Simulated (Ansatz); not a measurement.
A 2-atom cell of GaAs started from a crystallographic database, relaxed with r2SCAN in the PAW code Ansatz. It is cubic, F-43m (No. 216); conventional cell a = 5.666 Å, 22.74 Å³ an atom. Around Ga lie 4 As at 2.45 Å; around As lie 4 Ga at 2.45 Å.

The axes x, y and z are those of this cell:
```xyz
2
Lattice="0.0000 2.8331 2.8331 2.8331 0.0000 2.8331 2.8331 2.8331 0.0000" Properties=species:S:1:pos:R:3 pbc="T T T"
Ga    0.0000    0.0000    0.0000
As    1.4165    1.4165    1.4165
```

Unstrained: The PBE gap is direct at Γ: 0.466 eV. r2SCAN gives a direct gap of 0.962 eV at Γ. With HSE06 the gap is 1.364 eV and direct, at Γ. Meshes: PBE 8×8×8, r2SCAN 8×8×8, HSE06 6×6×6. Strains are changes of length per length. After each strain the atoms were relaxed again with r2SCAN within the symmetry that the strain leaves, so tilts or polar shifts that break it weren't tested; points keep the names that they have in the unstrained zone. No spin polarisation and no zero-point or thermal motion.

Q: One strain changed the r2SCAN stress by xx -5.01, yy -1.86, zz -1.86 GPa (compression positive) and the gap by -0.426 eV (PBE), -0.457 eV (r2SCAN), -0.481 eV (HSE06). Which kind of strain was it, and roughly how large?

A: Uniaxial +4.52 % along x, other directions held. The pattern of the stress gives the kind; the size needs the stiffness, so it is an estimate.

Q: Estimate what biaxial +2.54 % in x and y, z held does to the gap.

A: PBE: the gap goes from 0.466 to 0.007 eV (-0.459 eV); so small a gap is at the limit of these settings; with r2SCAN the top three valence levels at Γ, degenerate before, become 1+2 from the top over 138 meV. r2SCAN: the gap goes from 0.962 to 0.469 eV (-0.493 eV). HSE06: the gap goes from 1.364 to 0.844 eV (-0.520 eV). The r2SCAN energy rises by 14.3 meV an atom.

The runs are scalar-relativistic, without spin-orbit coupling.

The meshes of the hybrids are coarse, so their gaps aren't converged to the digits shown.

The splittings at Γ are without spin-orbit coupling, which regroups them where it is of like size or larger.
